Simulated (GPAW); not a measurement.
Set up this calculation in GPAW 26.7.0, as an ASE script.

| Property | Result |
| --- | --- |
| Task | single point |
| Functional | PBE |
| Potentials or basis | GPAW PAW data sets (gpaw-data 1.2.1) |
| Cutoff | 600 eV |
| Basis | pw |
| k mesh | 11 × 11 × 11 |
| Occupations | fermi-dirac, width 0.05 eV |
| Spin | no spin polarisation |
| Maxiter | 150 |

Crystal: Ta.

```
Ta
1.0
    -1.65128    1.65128    1.65128
     1.65128   -1.65128    1.65128
     1.65128    1.65128   -1.65128
Ta
1
Direct
  0.00000 0.00000 0.00000
```

The input as run:

run.py

```python
from ase import Atoms
from ase.dft.bandgap import bandgap
from ase.io import write
from ase.units import Bohr, GPa
from gpaw import GPAW, PW
from gpaw.elf import elf_from_dft_calculation

atoms = Atoms(['Ta'],
              cell=[[-1.65128, 1.65128, 1.65128],
                    [1.65128, -1.65128, 1.65128],
                    [1.65128, 1.65128, -1.65128]],
              scaled_positions=[[0.0, 0.0, 0.0]],
              pbc=True)

calc = GPAW(mode=PW(600),
            xc='PBE',
            kpts={'size': (11, 11, 11), 'gamma': True},
            occupations={'name': 'fermi-dirac', 'width': 0.05},
            nbands=15,
            convergence={'density': 1e-05, 'energy': 1e-05},
            maxiter=150,
            txt='gpaw.txt')
atoms.calc = calc
energy = atoms.get_potential_energy()
forces = atoms.get_forces()
stress = atoms.get_stress()
calc.write('gs.gpw')
write('result.traj', atoms)
print(f'Energy: {energy:.6f} eV')
print('Forces (eV/A):')
print(forces.round(4))
print('Stress (GPa):', (stress / GPa).round(3))
print('Fermi level:', round(calc.get_fermi_level(), 4), 'eV')
print(f'Gap: {bandgap(calc)[0]:.4f} eV, direct: {bandgap(calc, direct=True)[0]:.4f} eV')

# fields on the real-space grid
write('density.cube', atoms, data=calc.get_pseudo_density() * Bohr**3)
write('potential.cube', atoms, data=calc.get_electrostatic_potential())
write('elf.cube', atoms, data=elf_from_dft_calculation(calc).data)
```

Potentials or basis: GPAW PAW data sets (gpaw-data 1.2.1), pw.

The run is started by

```sh
$ OMP_NUM_THREADS=1 python run.py
```

It gave:

```json
{
  "Pressure": "2.9 GPa",
  "Band gap on the k mesh": "none (metal or under the smearing width)"
}
```

Wall time 20 s on 1 thread of Arm Neoverse N1 (shared host), peak memory 0.14 GiB.
